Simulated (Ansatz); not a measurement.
## Ta: a prediction, then the measurements

Theory: Ansatz, DFT PBEsol, scalar-relativistic, plane waves, PAW.

Plane waves to 420 eV, a k mesh through Γ of 18×18×18 on the computed 1-atom cell and Gaussian smearing (0.10 eV); no spin polarisation.

Relaxed structure, symmetry kept:

```cif
data_structure
_symmetry_space_group_name_H-M 'Im-3m'
_symmetry_Int_Tables_number 229
_cell_length_a 3.2805
_cell_length_b 3.2805
_cell_length_c 3.2805
_cell_angle_alpha 90.000
_cell_angle_beta 90.000
_cell_angle_gamma 90.000
_cell_volume 35.30
loop_
_atom_site_label
_atom_site_type_symbol
_atom_site_symmetry_multiplicity
_atom_site_Wyckoff_symbol
_atom_site_fract_x
_atom_site_fract_y
_atom_site_fract_z
_atom_site_occupancy
Ta1 Ta 2 a 0.00000 0.00000 0.00000 1
```

| Item | Value |
| --- | --- |
| Space group | Im-3m (No. 229) |
| Volume per atom | 119.1 bohr³ |
| Formation energy from the elements' standard states (uncorrected) | -0.002 eV/atom |
| Kohn–Sham band gap | none (metal) |
| Density of states at the Fermi level | 1.26 states/eV per cell |
| Löwdin character within 0.5 eV of the Fermi level | Ta 5d 85 %, Ta 6s 8 %, unprojected 5 % |
| Bulk modulus | 209 GPa |
| Its pressure derivative | 4.0 |
| Bader charges (e) | Ta (1 in the cell) 0.00 |

Spin-orbit coupling is left out, which matters for the bands of heavy elements.

**Experimental background.**

From “Refinement of the equation of state of tantalum”, 2004, arxiv:cond-mat/0403080, for a bulk crystal of Ta: bulk modulus 194 GPa.

A measured bulk modulus of Ta is 194 GPa (quoted in the paper above); the calculated 209 GPa misses it by +7.6 %. The calculation is for 0 K without zero-point motion.